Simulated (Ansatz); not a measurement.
# AlO (Pm-3m) in Ansatz: notebook

One crystal, AlO, is run at these levels: PBE; tasks: single point, equation of state.

All numbers are computed with Ansatz 0.2.0; they aren't measurements. Logs are shortened: lines on timing, memory, paths and dates and some standing lists are left out, and cuts for length are marked.

**1. The structure**

The structure is cubic, space group Pm-3m (No. 221). Conventional cell: a = 2.769 Å, b = 2.769 Å, c = 2.769 Å, α = 90.00°, β = 90.00°, γ = 90.00°. Al (site symmetry m-3m) has 8 O at 2.40 Å as nearest neighbours. O (site symmetry m-3m) has 8 Al at 2.40 Å as nearest neighbours.

The cell was built by a generator and needn't be a form met in nature.

**2. Single point, PBE, 9.98 Å³/atom (volume scaled by 0.94)**

File input.yaml:

```yaml
crystal:
  lattice:
    - [2.7126600564, 0.0, 0.0]
    - [0.0, 2.7126600564, 0.0]
    - [0.0, 0.0, 2.7126600564]
  atoms:
    - { symbol: Al, position: [0.5, 0.5, 0.5] }
    - { symbol: O, position: [0.0, 0.0, 0.0] }
hamiltonian:
  xc: pbe
  pseudopotentials: { kind: nc }
kpoints:
  mp_grid: { grid: [10, 10, 10] }
scf:
  occupations: { method: fermi_dirac, width: 0.05 }
output:
  forces: true
  stress: true
  eigenvalues: true
```

Potentials or basis: Ansatz NC.

Run with:

```console
$ ansatz run input.yaml --threads 2 --pin off --max-ram 5632MiB --backend cpu --events-out ev --progress --plain --runs-dir out
```

What it wrote:

```text
Warning: RAYON_NUM_THREADS=2 ignored (pool sized by the plan → 2); use --threads N
Engine: ansatz 0.2.0, aarch64-unknown-linux-gnu
Pseudopotentials: kind: nc
Pseudopotential: Al, nc, valence charge 3, recommended cutoff 544.227725 eV (normal), Al.nc.azcp
Pseudopotential: O, nc, valence charge 6, recommended cutoff 1240 eV (normal), O.nc.azcp
Functional definition: PBE
  parameter kappa = 0.804
  parameter beta = 0.06672455060314922
  exchange = pbe_x(kappa = kappa, mu = beta*pi^2/3)
  correlation = pbe_c(beta = beta)
Crystal: 2 atoms, lattice volume = 19.961 Å³
Basis set: ecut = 1240 eV, 1935 PW (Γ), exchange–correlation on 64×64×64 points (8 copies of the dense FFT grid, shifted against one another)
Bands: 9, of which v1, the nominal top of the filled ones, is band 5 counted from 1 (4 counted from 0)
Symmetry: 48 space group operations
Space group: Pm-3m (ITA 221), of the structure as read, at distance tolerance 2.7e-5 Å
k-points: 56 of 1000
Non-local potential: Al, projectors of the file, l = 0: 2, l = 1: 2, l = 2: 2
Non-local potential: O, projectors of the file, l = 0: 2, l = 1: 2, l = 2: 1
Initial density: superposition of atomic densities (chi_scale 0.1, normalization cell, long waves kept (reshape's long-wave potential 0.00 eV rms))
Initial wavefunctions: pseudopotential atomic-orbital guess
Functional: x = pbe(κ = 0.804, μ = 0.2195149727645171), c = pbe(β = 0.06672455060314922)
SCF iter   1: F=—  HF=-630.427932 eV  |F-HF|=—  |Δ(HF+E_count)|=         —  Δρ=4.02e-2  dr2=4.44e-1  ethr=3.10e-3  ⟨swp⟩=5.8  Hψ=3732  notcnv=0
preconditioner: auto → none  [metal: Δε(μ)=0.062 eV  Ē_g=16.260 eV  σ=0.050 eV  W_gap=0.30  n_scr=6 (ndim 8)  ℏωp=24.9 eV  f_vac=0.000  D(μ)=1.63/eV (n_scr^D=18)  sad-step TF]
SCF iter   2: F=—  HF=-630.335299 eV  |F-HF|=—  |Δ(HF+E_count)|=   9.26e-2  Δρ=2.15e-2  dr2=5.45e-2  ethr=3.10e-3  ⟨swp⟩=2.0  Hψ=1134  notcnv=0
SCF iter   3: F=—  HF=-630.317417 eV  |F-HF|=—  |Δ(HF+E_count)|=   1.79e-2  Δρ=7.29e-3  dr2=8.50e-3  ethr=6.05e-4  ⟨swp⟩=2.9  Hψ=898  notcnv=0
SCF iter   4: F=—  HF=-630.314893 eV  |F-HF|=—  |Δ(HF+E_count)|=   2.52e-3  Δρ=5.86e-4  dr2=1.58e-5  ethr=9.44e-5  ⟨swp⟩=3.0  Hψ=963  notcnv=0
SCF iter   5: F=—  HF=-630.314898 eV  |F-HF|=—  |Δ(HF+E_count)|=   4.83e-6  Δρ=9.15e-5  dr2=4.96e-7  ethr=1.75e-7  ⟨swp⟩=2.5  Hψ=771  notcnv=0
SCF iter   6: F=-630.314897 eV  HF=-630.314897 eV  |F-HF|=1.72e-9  |Δ(HF+E_count)|=   1.36e-7  Δρ=1.05e-5  dr2=1.05e-8  ethr=1.11e-9  ⟨swp⟩=5.3  Hψ=2570  notcnv=0
SCF 1 converged in 6 iterations: F = -630.314897 eV  dr2 = 1.05e-8
SCF converged after 6 iterations
Free energy (F): -630.314897 eV
Harris-Foulkes:  -630.314897 eV  (|F-HF|=1.72e-9)
Internal energy: -630.305872 eV  (E = F + TS)
E sigma→0 (E₀):  -630.310385 eV
Entropy (-TS):   -0.009026 eV (-4.513 meV/atom)
Fermi energy:    11.286874 eV
--- Per-component energies (eV) ---
  E_band       = 18.856125
  E_kinetic    = 336.288516
  E_local      = -357.290149  (includes V_loc(G=0)·N_el)
  E_nonlocal   = -63.810142
  E_hartree    = 131.768149
  E_xc         = -261.759229
  E_vxc        = -159.867426  (∫ρ·V_xc dr)
  E_ewald      = -415.503017
  E_smearing   = -0.009026  (= −TS)
  E_closure    = -0.000000  (closes the sum)
  Σ components = -630.314897   (vs F -630.314897, Δ=0.00e0)
--- Forces (eV/Å), atoms counted from 1 ---
  atom   1  Al     0.00000000    -0.00000000    -0.00000000
  atom   2  O      0.00000000     0.00000000     0.00000000
  max |Σ_I F_I| component: 2.38e-31 eV/Å
--- Stress (GPa, compression-positive) ---
        9.077713       0.000000       0.000000
        0.000000       9.077713      -0.000000
        0.000000      -0.000000       9.077713
  P = ⅓ Tr σ = 9.0777 GPa (90.777 kbar)
--- Band table (eV; the first three rows and the last of 56) ---
  k-point 0: bands = ["-10.5953", "6.4205", "6.4658", "6.4658", "6.4658", "16.7400", "16.7400", "22.9242", "22.9242"]
  k-point 1: bands = ["-10.5005", "4.9136", "6.5177", "6.5177", "7.7313", "16.6887", "16.9239", "22.8033", "22.8033"]
  k-point 2: bands = ["-10.2376", "3.2876", "6.6576", "6.6576", "8.8295", "16.2807", "17.4660", "22.4511", "22.4511"]
  k-point 55: bands = ["-7.8620", "4.2813", "4.2813", "4.2813", "11.7920", "11.7920", "11.7920", "16.3118", "24.3435"]
```

Run time: 1.2 s. Hardware: 2 threads of Arm Neoverse V2, shared host; peak memory 0.28 GiB.

Results:

```
Free energy            : -630.3149 eV
Pressure               : 9.1 GPa
Band gap on the k mesh : none (metal or under the smearing width)
```

Caveat: an odd number of electrons without spin polarisation forces a metal; a magnetic or distorted state may lie lower.

**3. Single point, PBE, 10.19 Å³/atom (volume scaled by 0.96)**

input.yaml: that of step 2 with these lines changed.

```diff
@@ -2,5 +2,5 @@
   lattice:
-    - [2.7126600564, 0.0, 0.0]
-    - [0.0, 2.7126600564, 0.0]
-    - [0.0, 0.0, 2.7126600564]
+    - [2.7317639256, 0.0, 0.0]
+    - [0.0, 2.7317639256, 0.0]
+    - [0.0, 0.0, 2.7317639256]
   atoms:
@@ -19 +19,5 @@
   eigenvalues: true
+  write_density: true
+  write_potential: true
+  elf: true
+  volumetric_format: npy
```

Potentials or basis: Ansatz NC.

Run with:

```console
$ ansatz run input.yaml --threads 2 --pin off --max-ram 5632MiB --backend cpu --events-out ev --progress --plain --runs-dir out
```

Run time: 1.6 s. Hardware: 2 threads of Arm Neoverse V2, shared host; peak memory 0.29 GiB.

It converged, with:

* Free energy: -630.3345 eV
* Pressure: 5.8 GPa
* Band gap on the k mesh: none (metal or under the smearing width)

Caveat: an odd number of electrons without spin polarisation forces a metal; a magnetic or distorted state may lie lower.

**4. Single point, PBE, 10.41 Å³/atom (volume scaled by 0.98)**

input.yaml: that of step 3 with these lines changed.

```diff
@@ -2,5 +2,5 @@
   lattice:
-    - [2.7317639256, 0.0, 0.0]
-    - [0.0, 2.7317639256, 0.0]
-    - [0.0, 0.0, 2.7317639256]
+    - [2.7506042722, 0.0, 0.0]
+    - [0.0, 2.7506042722, 0.0]
+    - [0.0, 0.0, 2.7506042722]
   atoms:
```

Run with:

```console
$ ansatz run input.yaml --threads 2 --pin off --max-ram 5632MiB --backend cpu --events-out ev --progress --plain --runs-dir out
```

Run time: 1.7 s. Hardware: 2 threads of Arm Neoverse V2, shared host; peak memory 0.29 GiB.

Results (log left out):

```yaml
Free_energy: -630.3458 eV
Pressure: 2.8 GPa
Band_gap_on_the_k_mesh: none (metal or under the smearing width)
```

Caveat: an odd number of electrons without spin polarisation forces a metal; a magnetic or distorted state may lie lower.

**5. Single point, PBE, 10.62 Å³/atom**

File input.yaml:

```yaml
crystal:
  lattice:
    - [2.76919, 0.0, 0.0]
    - [0.0, 2.76919, 0.0]
    - [0.0, 0.0, 2.76919]
  atoms:
    - { symbol: Al, position: [0.5, 0.5, 0.5] }
    - { symbol: O, position: [0.0, 0.0, 0.0] }
hamiltonian:
  xc: pbe
  pseudopotentials: { kind: nc }
kpoints:
  mp_grid: { grid: [10, 10, 10] }
scf:
  occupations: { method: fermi_dirac, width: 0.05 }
output:
  forces: true
  stress: true
  eigenvalues: true
```

Run with:

```console
$ ansatz run input.yaml --threads 2 --pin off --max-ram 5632MiB --backend cpu --events-out ev --progress --plain --runs-dir out
```

Wall time 1.2 s (2 threads of Arm Neoverse V2, shared host); peak memory 0.28 GiB.

Results (log left out):

| Quantity | Value |
| --- | --- |
| Free energy | -630.3495 eV |
| Pressure | 0.0 GPa |
| Band gap on the k mesh | none (metal or under the smearing width) |

Caveat: an odd number of electrons without spin polarisation forces a metal; a magnetic or distorted state may lie lower.

**6. Single point, PBE, 10.83 Å³/atom (volume scaled by 1.02)**

input.yaml: that of step 5 with these lines changed.

```diff
@@ -2,5 +2,5 @@
   lattice:
-    - [2.76919, 0.0, 0.0]
-    - [0.0, 2.76919, 0.0]
-    - [0.0, 0.0, 2.76919]
+    - [2.7875295411, 0.0, 0.0]
+    - [0.0, 2.7875295411, 0.0]
+    - [0.0, 0.0, 2.7875295411]
   atoms:
```

Potentials or basis: Ansatz NC.

Run with:

```console
$ ansatz run input.yaml --threads 2 --pin off --max-ram 5632MiB --backend cpu --events-out ev --progress --plain --runs-dir out
```

It took 1.5 s on 2 threads of Arm Neoverse V2, shared host; peak memory 0.29 GiB.

Results (log left out):

* Free energy: -630.3462 eV
* Pressure: -2.5 GPa
* Band gap on the k mesh: none (metal or under the smearing width)

Caveat: an odd number of electrons without spin polarisation forces a metal; a magnetic or distorted state may lie lower.

**7. Single point, PBE, 11.04 Å³/atom (volume scaled by 1.04)**

input.yaml: that of step 6 with these lines changed.

```diff
@@ -2,5 +2,5 @@
   lattice:
-    - [2.7875295411, 0.0, 0.0]
-    - [0.0, 2.7875295411, 0.0]
-    - [0.0, 0.0, 2.7875295411]
+    - [2.8056308895, 0.0, 0.0]
+    - [0.0, 2.8056308895, 0.0]
+    - [0.0, 0.0, 2.8056308895]
   atoms:
@@ -19 +19,5 @@
   eigenvalues: true
+  write_density: true
+  write_potential: true
+  elf: true
+  volumetric_format: npy
```

Run with:

```console
$ ansatz run input.yaml --threads 2 --pin off --max-ram 5632MiB --backend cpu --events-out ev --progress --plain --runs-dir out
```

It took 2.1 s on 2 threads of Arm Neoverse V2, shared host; peak memory 0.3 GiB.

The run converged. Its results:

- Free energy: -630.3366 eV
- Pressure: -4.7 GPa
- Band gap on the k mesh: none (metal or under the smearing width)

Caveat: an odd number of electrons without spin polarisation forces a metal; a magnetic or distorted state may lie lower.

**8. Single point, PBE, 11.25 Å³/atom (volume scaled by 1.06)**

File input.yaml:

```yaml
crystal:
  lattice:
    - [2.8235016317, 0.0, 0.0]
    - [0.0, 2.8235016317, 0.0]
    - [0.0, 0.0, 2.8235016317]
  atoms:
    - { symbol: Al, position: [0.5, 0.5, 0.5] }
    - { symbol: O, position: [0.0, 0.0, 0.0] }
hamiltonian:
  xc: pbe
  pseudopotentials: { kind: nc }
kpoints:
  mp_grid: { grid: [10, 10, 10] }
scf:
  occupations: { method: fermi_dirac, width: 0.05 }
output:
  forces: true
  stress: true
  eigenvalues: true
```

Run with:

```console
$ ansatz run input.yaml --threads 2 --pin off --max-ram 5632MiB --backend cpu --events-out ev --progress --plain --runs-dir out
```

Run time: 1.5 s. Hardware: 2 threads of Arm Neoverse V2, shared host; peak memory 0.3 GiB.

It converged, with:

```yaml
Free_energy: -630.3212 eV
Pressure: -6.8 GPa
Band_gap_on_the_k_mesh: none (metal or under the smearing width)
```

Caveat: an odd number of electrons without spin polarisation forces a metal; a magnetic or distorted state may lie lower.

**9. Equation of state, PBE**

Potentials or basis: Ansatz NC.

No new run: the results of the series are fitted here.

What came out:

| Quantity | Value |
| --- | --- |
| Equilibrium volume | 10.62 Å³/atom |
| Bulk modulus | 131 GPa |
| Pressure derivative of the bulk modulus | 3.6 |

Energy against volume, from the lowest point:
```
volume (Å³/atom)  energy (meV/atom)
           9.981              17.29
          10.193               7.48
          10.405               1.83
          10.618               0.00
          10.830               1.64
          11.042               6.45
          11.255              14.13
```
